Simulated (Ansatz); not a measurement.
# SiO2 (Cristobalite): the cost of one run

Method: DFT, PBE, plane-wave PAW, default files, scalar-relativistic, as far as a step names no other, in Ansatz 0.2.0.

## Step 1: The starting structure

It takes space group P4_12_12 (No. 92, tetragonal). Conventional cell: a = 4.982 Å, b = 4.982 Å, c = 6.963 Å, α = 90.00°, β = 90.00°, γ = 90.00°. Si (site symmetry 2) has 4 O at 1.60 to 1.61 Å as nearest neighbours. Around O (site symmetry 1) lie 2 Si at 1.60 to 1.61 Å.

Coordinates:

```cif
data_structure
_symmetry_space_group_name_H-M 'P4_12_12'
_symmetry_Int_Tables_number 92
_cell_length_a 4.9820
_cell_length_b 4.9820
_cell_length_c 6.9630
_cell_angle_alpha 90.000
_cell_angle_beta 90.000
_cell_angle_gamma 90.000
_cell_volume 172.82
loop_
_atom_site_label
_atom_site_type_symbol
_atom_site_symmetry_multiplicity
_atom_site_Wyckoff_symbol
_atom_site_fract_x
_atom_site_fract_y
_atom_site_fract_z
_atom_site_occupancy
Si1 Si 4 a 0.29897 0.29897 0.00000 1
O1 O 8 b 0.23989 0.10347 0.17813 1
```

## Step 2: Gradients at the starting positions

Input file input.yaml:

```yaml
crystal:
  lattice:
    - [4.982, 0.0, 0.0]
    - [0.0, 4.982, 0.0]
    - [0.0, 0.0, 6.963]
  atoms:
    - { symbol: Si, position: [0.29897, 0.29897, 0.0] }
    - { symbol: Si, position: [0.20103, 0.79897, 0.25] }
    - { symbol: Si, position: [0.70103, 0.70103, 0.5] }
    - { symbol: Si, position: [0.79897, 0.20103, 0.75] }
    - { symbol: O, position: [0.23989, 0.10347, 0.17813] }
    - { symbol: O, position: [0.39653, 0.73989, 0.42813] }
    - { symbol: O, position: [0.76011, 0.89653, 0.67813] }
    - { symbol: O, position: [0.60347, 0.26011, 0.92813] }
    - { symbol: O, position: [0.73989, 0.39653, 0.57187] }
    - { symbol: O, position: [0.89653, 0.76011, 0.32187] }
    - { symbol: O, position: [0.26011, 0.60347, 0.07187] }
    - { symbol: O, position: [0.10347, 0.23989, 0.82187] }
kpoints:
  mp_grid: { grid: [5, 5, 4] }
scf:
  occupations: { method: fermi_dirac, width: 0.02 }
hamiltonian:
  xc: pbe
  pseudopotentials: { kind: paw }
output:
  forces: true
  stress: true
  populations: true
  efg: { quadrupole_moments_barn: { O: -0.02558 }, contact_densities: true }
```

Launch:

```
$ ansatz run input.yaml --threads 1 --pin off --max-ram 2560MiB --backend cpu --events-out ev --progress --plain --runs-dir out
```

**Question.** How long does this run take on 1 thread of an Arm CPU, shared host, and how much memory does it need?

About 20 s, with a peak of 0.4 GiB.
